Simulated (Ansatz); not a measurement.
A calculation with Ansatz 0.2.0 of Yb (ASE script, structure from a POSCAR):

run.py

```python
import json

import ase.io
import numpy as np

import ansatz as az

atoms = ase.io.read("POSCAR", format="vasp")

calculation = (
    az.Crystal.from_ase(atoms)
    .calculation()
    .kpoints(8, 8, 8)
    .functional("pbesol")
    .pseudopotentials(kind="paw")
    .hubbard("Yb", "f", u_eff=4.0)
    .spin("collinear")
    .occupations(method="fermi_dirac", width=0.01)
    .density()
    .potential()
    .output_files(volumetric_format="npy")
    .electron_localization_function()
    .electric_field_gradient()
    .forces()
    .stress()
    .band_table(publish=True)
)
outcome = calculation.run(threads=2, events_out="events.jsonl")

report = outcome.report
for line in open("events.jsonl"):
    event = json.loads(line)
    if event["event"] == "scf_iter":
        d = event["data"]
        print(f"SCF {d['iter']:3d}  HF = {d['harris_foulkes_ev']:.6f} eV  dr2 = {d['dr2_ev']:.2e} eV")
    elif event["event"] in ("relax_step", "md_step"):
        d = event["data"]
        print(f"{event['event']} {d['step']:3d}  E = {d['lagrangian_ev']:.6f} eV")
np.set_printoptions(precision=5, suppress=True, linewidth=110)
print("converged:", report["converged"], "after", report["n_iterations"], "iterations")
print(f"free energy {report['free_energy_ev']:.6f} eV, Fermi level {report['fermi_energy_ev']:.4f} eV")
for key in ("band_edges_ev", "magnetization_mub", "site_moments_mub", "site_moments_nc_mub", "forces_ev_ang",
                "stress_gpa", "kpoints_frac", "eigenvalues_ev"):
    if report.get(key) is not None:
        print(key, np.array(report[key]), sep="\n")
```

Contents of POSCAR:

```
Yb
1.0
    0.0000000000      2.7431000000      2.7431000000
    2.7431000000      0.0000000000      2.7431000000
    2.7431000000      2.7431000000      0.0000000000
Yb
1
Direct
    0.0000000000      0.0000000000      0.0000000000
```

Potentials or basis: Ansatz PAW.

The run is started by

```bash
$ python run.py
```

Problem. Write the same calculation in another form: native input, structure typed inline.

Solution. As run:

The input input.yaml:

```yaml
crystal:
  lattice:
    - [0.0, 2.7431, 2.7431]
    - [2.7431, 0.0, 2.7431]
    - [2.7431, 2.7431, 0.0]
  atoms:
    - { symbol: Yb, position: [0.0, 0.0, 0.0] }
hamiltonian:
  xc: pbesol
  pseudopotentials: { kind: paw }
  hubbard: { sites: [{ species: Yb, l: f, u_eff: 4.0 }] }
magnetization:
  spin_polarized: true
kpoints:
  mp_grid: { grid: [8, 8, 8] }
scf:
  occupations: { method: fermi_dirac, width: 0.01 }
output:
  forces: true
  stress: true
  eigenvalues: true
  efg: {}
```

Potentials or basis: Ansatz PAW.

The run is started by

```sh
$ ansatz run input.yaml --threads 2 --pin off --max-ram 5120MiB --backend cpu --events-out ev --progress --plain --runs-dir out
```

Both were run:

|  | ASE script, structure from a POSCAR | native input, structure typed inline |
| --- | --- | --- |
| Pressure | -1.9 GPa | -1.9 GPa |
| Band gap on the k mesh | none (metal or under the smearing width) | none (metal or under the smearing width) |
| Net moment | 0.01 μB per cell | 0.01 μB per cell |
| Absolute moment | 0.01 μB per cell | 0.01 μB per cell |

Keys that steer only the numerical path or the files written may differ.

Caveat: the magnetic or orbital state may not be the lowest; spin-orbit coupling is left out, which moves the levels of the heavy elements; the PAW data sets come from PBE, with cores solved anew for the run's functional, which leaves a small shift of forces and pressure.
